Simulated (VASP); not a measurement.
# Si in VASP: work function with PBE

Aim: the work function of Si with PBE.

Program: VASP 6.6.1. These are calculated values, not measurements. Logs are shortened: lines on timing, memory, paths and dates and some standing lists are left out, and cuts for length are marked.

## 1. The structure

The cell holds a slab with vacuum, 12 atoms: a = 7.693 Å, b = 3.847 Å, c = 21.400 Å, α = 90.00°, β = 90.00°, γ = 90.00°.

The cell was built by a generator and needn't be a form met in nature.

## 2. Work function, PBE

File INCAR:

```
SYSTEM = Si
PREC = Accurate
ENCUT = 520
EDIFF = 1E-6
ISMEAR = 0
SIGMA = 0.03
LREAL = .FALSE.
LASPH = .TRUE.
NELM = 60
ALGO = Fast
ISIF = 2
LWAVE = .FALSE.
LCHARG = .TRUE.
LDIPOL = .TRUE.
IDIPOL = 3
DIPOL = 0.5 0.5 0.500
GGA = PE
LVHAR = .TRUE.
LVACPOTAV = .TRUE.
KPAR = 4
```

File KPOINTS:

```
Automatic mesh
0
G
  4 7 1
  0 0 0
```

File POSCAR:

```
Si                                      
1.0
    7.6933218000      0.0000000000      0.0000000000
    0.0000000000      3.8466609000      0.0000000000
    0.0000000000      0.0000000000     21.4000000000
  Si            
    12
Direct
     0.8611615464760424    0.0000004461631980    0.3715610082664988
     0.5731939763570748    0.9999999552341654    0.3357530522571498
     0.5232648931669794    0.4999999167442024    0.4009983998980511
     0.0123890010453167    0.5000003530823999    0.4014337515825992
     0.2681797961234033    0.5000000389334650    0.4665159139073856
     0.7618083423594377    0.4999999554343077    0.4692389554866356
     0.7618069480624770    0.0000000199698841    0.5307613109139948
     0.2681795389140297    0.9999999447206785    0.5334837243251148
     0.5232639708981948    0.0000000484008212    0.5990016703140520
     0.0123896986752058    0.9999996949569807    0.5985654995781987
     0.8611654875048532    0.4999996136099927    0.6284404968327318
     0.5731968004169851    0.5000000127499051    0.6642462166375885
```

Potentials or basis: VASP PAW PBE potentials, release 64 (Si).

Started as:

```console
> cat potpaw_PBE.64/Si/POTCAR > POTCAR
> mpirun -np 4 vasp_std > vasp.out
```

OUTCAR:

```text
SYSTEM = Si
   PREC = Accurate
   ENCUT = 520
   EDIFF = 1E-6
   ISMEAR = 0
   LREAL = .FALSE.
   LASPH = .TRUE.
   NELM = 60
   ISIF = 2
   GGA = PE

 ion  position               nearest neighbor table
   1  0.861  0.000  0.372-   4 2.34   4 2.34   2 2.34   6 2.94   6 2.94
   2  0.573  1.000  0.336-   1 2.34   3 2.41   3 2.41
   3  0.523  0.500  0.401-   6 2.35   2 2.41   2 2.41   5 2.41
   4  0.012  0.500  0.401-   1 2.34   1 2.34   5 2.41   6 2.41
   5  0.268  0.500  0.467-   8 2.40   8 2.40   4 2.41   3 2.41
   6  0.762  0.500  0.469-   7 2.33   7 2.33   3 2.35   4 2.41   1 2.94   1 2.94
   7  0.762  0.000  0.531-   6 2.33   6 2.33   9 2.35  10 2.41  11 2.94  11 2.94
   8  0.268  1.000  0.533-   5 2.40   5 2.40  10 2.41   9 2.41
   9  0.523  0.000  0.599-   7 2.35  12 2.41  12 2.41   8 2.41
  10  0.012  1.000  0.599-  11 2.34  11 2.34   8 2.41   7 2.41
  11  0.861  0.500  0.628-  10 2.34  10 2.34  12 2.34   7 2.94   7 2.94
  12  0.573  0.500  0.664-  11 2.34   9 2.41   9 2.41

  LATTYP: Found a simple orthorhombic cell.
 ALAT       =     3.8466609000
 B/A-ratio  =     2.0000000000
 C/A-ratio  =     5.5632665723

  Lattice vectors:

 A1 = (   0.0000000000,  -3.8466609000,   0.0000000000)
 A2 = (   7.6933218000,   0.0000000000,   0.0000000000)
 A3 = (   0.0000000000,   0.0000000000,  21.4000000000)

Analysis of symmetry for initial positions (statically):
=====================================================================
 Subroutine PRICEL returns:
 Original cell was already a primitive cell.

 Routine SETGRP: Setting up the symmetry group for a
 simple orthorhombic supercell.

 Subroutine GETGRP returns: Found  4 space group operations
 (whereof  2 operations were pure point group operations)
 out of a pool of  8 trial point group operations.

The static configuration has the point symmetry C_1h.
 The point group associated with its full space group is C_2v.

Analysis of symmetry for dynamics (positions and initial velocities):
=====================================================================
 Subroutine PRICEL returns:
 Original cell was already a primitive cell.

 Routine SETGRP: Setting up the symmetry group for a
 simple orthorhombic supercell.

 Subroutine GETGRP returns: Found  4 space group operations
 (whereof  2 operations were pure point group operations)
[... 124 lines left out ...]
   EFERMI =   0.00;   METHOD = LEGACY
   ISMEAR =     0;   SIGMA  =   0.03  broadening in eV -4-tet -1-fermi 0-gaus
   EFERMI_NEDOS =   21; number of points for ismear=-14 and -15
   IALGO  =     68    algorithm
   IMIX   =      4    mixing-type and parameters
     AMIX     =   0.40;   BMIX     =  1.00
     AMIX_MAG =   1.60;   BMIX_MAG =  1.00
  volume/ion in A,a.u.               =      52.78       356.14
  Fermi-wavevector in a.u.,A,eV,Ry     =   0.692816  1.309233  6.530719  0.479994
  Thomas-Fermi vector in A             =   1.774855
   LORBIT       =      0    0 simple, 1 ext, 2 COOP (PROOUT), +10 PAW based schemes
   GGA     = PE    functional components
   LHFCALC =     F    Hartree Fock is set to
   AEXX    =    0.0000 exact exchange contribution
   IVDW    =     0    specifies the selected vdW correction
   LEPSILON=     F    determine dielectric tensor
   LRPA    =     F    only Hartree local field effects (RPA)
 non-spin polarized calculation
 RMM-DIIS sequential band-by-band and
 Gauss-broadening in eV      SIGMA  =   0.03
  energy-cutoff  :      520.00
  volume of cell :      633.30
 maximum number of plane-waves:     17100
 NGX is ok and might be reduce to    60
   NGX = 29   NGY = 15   NGZ = 79

 number of electron      47.9999998 magnetization

 dipolmoment           0.000000      0.000000      0.000818 electrons x Angstroem

 Free energy of the ion-electron system (eV)
  ---------------------------------------------------
  ext. energy  EPLUGINS =         0.00000000
  ---------------------------------------------------
  free energy    TOTEN  =       -60.11518283 eV

  energy without entropy =      -60.11518283  energy(sigma->0) =      -60.11518283

 E-fermi :  -0.6983     XC(G=0):  -4.3025

 val. band max:       -0.8376205164   @ k =   0.2500   0.1429   0.0000
 cond. band min:      -0.5260080089   @ k =   0.0000   0.4286   0.0000
 fundamental gap:      0.3116125075
 Fermi energy:        -0.6982864521

 k-point     1 :       0.0000    0.0000    0.0000
  band No.  band energies     occupation
      1     -12.8504      2.00000
      2     -12.0207      2.00000
      3     -10.8483      2.00000
      4     -10.1171      2.00000
      5      -9.8965      2.00000
      6      -9.6535      2.00000
[... 397 lines left out ...]
     30       1.2074      0.00000
     31       2.1134      0.00000

------------------------ aborting loop because EDIFF is reached ----------------------------------------

  FORCE on cell =-STRESS in cart. coord.  units (eV):
  Direction    XX          YY          ZZ          XY          YZ          ZX
  --------------------------------------------------------------------------------------
  -------------------------------------------------------------------------------------
  Total       -4.2201733      1.9250244      0.0213273      0.0000000      0.0000000      0.0000000
  in kB      -10.6765095      4.8700705      0.0539555      0.0000000      0.0000000      0.0000000
  external PRESSURE =      -1.9174945 kB  Pullay stress =       0.0000000 kB

 VOLUME and BASIS-vectors are now :
 -----------------------------------------------------------------------------
  energy-cutoff  :      520.00
  volume of cell :      633.30
      direct lattice vectors                 reciprocal lattice vectors
     7.693321800  0.000000000  0.000000000     0.129982864  0.000000000  0.000000000
     0.000000000  3.846660900  0.000000000     0.000000000  0.259965728  0.000000000
     0.000000000  0.000000000 21.400000000     0.000000000  0.000000000  0.046728972

 POSITION                                       TOTAL-FORCE (eV/Angst)
 -----------------------------------------------------------------------------------
      6.62519      0.00000      7.95141         0.000684      0.000000     -0.007918
      4.40977      3.84666      7.18512         0.000570      0.000000      0.000721
      4.02565      1.92333      8.58137        -0.002452      0.000000     -0.000366
      0.09531      1.92333      8.59068        -0.003465      0.000000     -0.003056
      2.06319      1.92333      9.98344        -0.000556      0.000000     -0.000350
      5.86084      1.92333     10.04171         0.005220      0.000000      0.000799
      5.86083      0.00000     11.35829         0.005220      0.000000     -0.000799
      2.06319      3.84666     11.41655        -0.000556      0.000000      0.000350
      4.02564      0.00000     12.81864        -0.002452      0.000000      0.000366
      0.09532      3.84666     12.80930        -0.003465      0.000000      0.003056
      6.62522      1.92333     13.44863         0.000684      0.000000      0.007918
      4.40979      1.92333     14.21487         0.000570      0.000000     -0.000721
 -----------------------------------------------------------------------------------
    total drift:                                0.006579      0.000013      0.037418

  FREE ENERGIE OF THE ION-ELECTRON SYSTEM (eV)
  ---------------------------------------------------
  free  energy   TOTEN  =       -60.1151828301 eV

  energy  without entropy=      -60.1151828301  energy(sigma->0) =      -60.11518283

 vacuum level on the upper side and lower side of the slab         4.158         4.153
```

OSZICAR:

```text
N       E                     dE             d eps       ncg     rms          rms(c)
DAV:   1     0.246063117372E+03    0.24606E+03   -0.15405E+04   744   0.112E+03
DAV:   2    -0.375013044653E+02   -0.28356E+03   -0.27478E+03  1038   0.192E+02
DAV:   3    -0.609543123822E+02   -0.23453E+02   -0.23052E+02   880   0.563E+01
DAV:   4    -0.619104430618E+02   -0.95613E+00   -0.95158E+00  1168   0.134E+01
[... 17 lines left out ...]
RMM:  22    -0.601151734619E+02   -0.93576E-05   -0.43501E-06   690   0.432E-03    0.136E-03
RMM:  23    -0.601151766086E+02   -0.31467E-05   -0.72885E-07   458   0.267E-03    0.839E-04
RMM:  24    -0.601151799855E+02   -0.33769E-05   -0.30828E-07   338   0.176E-03    0.212E-04
RMM:  25    -0.601151819634E+02   -0.19780E-05   -0.15002E-07   312   0.147E-03    0.216E-04
RMM:  26    -0.601151828301E+02   -0.86669E-06   -0.41778E-08   178   0.117E-03
   1 F= -.60115183E+02 E0= -.60115183E+02  d E =-.126570E-11
```

stdout:

```text
POSCAR found type information on POSCAR Si
 POSCAR found :  1 types and      12 ions
 scaLAPACK will be used
 LDA part: xc-table for (Slater+PW92), standard interpolation
 POSCAR, INCAR and KPOINTS ok, starting setup
 FFT: planning ... GRIDC
 FFT: planning ... GRID_SOFT
 FFT: planning ... GRID
 WAVECAR not read
 entering main loop
 -----------------------------------------------------------------------------
|                                                                             |
|           W    W    AA    RRRRR   N    N  II  N    N   GGGG   !!!           |
|           W    W   A  A   R    R  NN   N  II  NN   N  G    G  !!!           |
|           W    W  A    A  R    R  N N  N  II  N N  N  G       !!!           |
|           W WW W  AAAAAA  RRRRR   N  N N  II  N  N N  G  GGG   !            |
|           WW  WW  A    A  R   R   N   NN  II  N   NN  G    G                |
|           W    W  A    A  R    R  N    N  II  N    N   GGGG   !!!           |
|                                                                             |
|     Did not find any points to average over, which means that no vacuum     |
|     field-free region was found. Please increase the size of  your cell     |
|     in the dimension of the dipole correction to obtain accurate            |
|     workfunction values.                                                    |
|                                                                             |
 -----------------------------------------------------------------------------
```

Wall time 99 s (4 MPI ranks of AMD EPYC 9R14 (Zen 4), shared host); peak memory 0.68 GiB.

What came out:

- Free energy: -60.1152 eV
- Largest force: 0.008 eV/Å
- Band gap on the k mesh: 0.31 eV, indirect (least direct gap 0.56 eV)
- Ionisation potential of the upper face: 5.00 eV

Forces on the atoms (eV/Å):
```
Si   0.001  0.000 -0.008
Si   0.001  0.000  0.001
Si  -0.002  0.000  0.000
Si  -0.003  0.000 -0.003
Si  -0.001  0.000  0.000
Si   0.005  0.000  0.001
Si   0.005  0.000 -0.001
Si  -0.001  0.000  0.000
Si  -0.002  0.000  0.000
Si  -0.003  0.000  0.003
Si   0.001  0.000  0.008
Si   0.001  0.000 -0.001
```

Levels at points of the mesh, in eV from the valence-band top:
| k point | band 21 | band 22 | band 23 | band 24 | band 25 | band 26 | band 27 | band 28 |
| --- | --- | --- | --- | --- | --- | --- | --- | --- |
| (0.00, 0.00, 0.00) | -0.76 | -0.63 | -0.51 | -0.21 | 0.48 | 0.67 | 0.83 | 1.61 |
| (0.50, 0.00, 0.00) | -0.78 | -0.56 | -0.29 | -0.10 | 0.45 | 0.57 | 1.27 | 1.88 |
